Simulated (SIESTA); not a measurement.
Runs of SIESTA 5.4.2 on As. It takes space group R-3m (No. 166, trigonal). The conventional cell has a = 3.762 Å, b = 3.762 Å, c = 10.542 Å, α = 90.00°, β = 90.00°, γ = 120.00°. As (site symmetry 3m) has 3 As at 2.51 Å as nearest neighbours. 

| task | level | potentials or basis | spin | cell | k mesh | displacement | wannier functions | bands left out below | projections | wannier mesh | grid cutoff | energy shift | gap on the mesh (eV) | pressure (GPa) | largest force (eV/Å) |
| --- | --- | --- | --- | --- | --- | --- | --- | --- | --- | --- | --- | --- | --- | --- | --- |
| single point | revPBE | PseudoDojo 0.4 standard (PBE files), DZP (energy shift 0.003 Ry; two zetas on semicore shells) | off | as given | 9 × 9 × 9 | - | - | - | - | - | 500 Ry | 0.003 Ry | none | 7.6 | 0.92 |
| single point | RPBE | PseudoDojo 0.4 standard (PBE files), DZP (energy shift 0.003 Ry; two zetas on semicore shells) | off | as given | 9 × 9 × 9 | - | - | - | - | - | 500 Ry | 0.003 Ry | none | (d) | 0.94 |
| single point | PBEsol | PseudoDojo 0.4 standard (PBEsol files), DZP (energy shift 0.003 Ry; two zetas on semicore shells) | off | as given | 9 × 9 × 9 | - | - | - | - | - | 500 Ry | 0.003 Ry | none | 2.4 | 0.82 |
| band structure | vdW-DF-cx | PseudoDojo 0.4 standard (PBE files), DZP (energy shift 0.003 Ry; two zetas on semicore shells) | off | as given | 9 × 9 × 9 | - | - | - | - | - | 500 Ry | 0.003 Ry | none | 4.1 | 0.86 |
| single point | PBE | PseudoDojo 0.4 standard (PBE files), DZP (energy shift 0.003 Ry; two zetas on semicore shells) | off | as given | 9 × 9 × 9 | - | - | - | - | - | 500 Ry | 0.003 Ry | none | 6.0 | 0.88 |
| single point | WC | PseudoDojo 0.4 standard (PBEsol files), DZP (energy shift 0.003 Ry; two zetas on semicore shells) | off | as given | 9 × 9 × 9 | - | - | - | - | - | 500 Ry | 0.003 Ry | none | 2.6 | 0.81 |
| single point | LDA | PseudoDojo 0.4 standard (LDA files), DZP (energy shift 0.003 Ry; two zetas on semicore shells) | off | as given | 9 × 9 × 9 | - | - | - | - | - | 500 Ry | 0.003 Ry | none | 0.7 | 0.71 |
| Wannier functions | BLYP | PseudoDojo 0.4 standard (PBE files), SZP (energy shift 0.003 Ry) | off | as given | 7 × 7 × 7 | - | 15 | 0 | ["random"] | 5 × 5 × 5 | 500 Ry | 0.003 Ry | 0.17 | (c) | 1.46 |
| single point | PBE | PseudoDojo 0.4 standard (PBE files), DZP (energy shift 0.002 Ry) | off | as given | 9 × 9 × 9 | - | - | - | - | - | 500 Ry | 0.002 Ry | none | 8.5 | (b) |
| relaxation of cell and atoms | PBEsol | PseudoDojo 0.4 standard (PBEsol files), DZP (energy shift 0.003 Ry; two zetas on semicore shells) | off | relaxed | 7 × 7 × 7 | - | - | - | - | - | 750 Ry | 0.003 Ry | (a) | 0.0 | - |

Alike in all rows: smearing fermi-dirac 0.05 eV.

Problem. Fill in the values left out.

Solution. (a) 0.45; (b) 0.99; (c) 14.4; (d) 8.2.

Caveats: the basis of atomic orbitals isn't converged, which shifts pressures, moduli and gaps; the potentials were made for another functional, which shifts forces and pressure (some runs); an odd mesh through Γ misses points on the zone boundary, where band edges often lie (some runs); random starting centres can end in a local minimum of the spread (some runs); semicore shells carry a single zeta, which can move pressures by several GPa and volumes by a few percent (some runs).

A k mesh can miss the band edges, and the runs leave out spin-orbit coupling on As.

A gap of «none» marks a metal or a gap under the smearing width.

Not every run made on this cell is shown here.
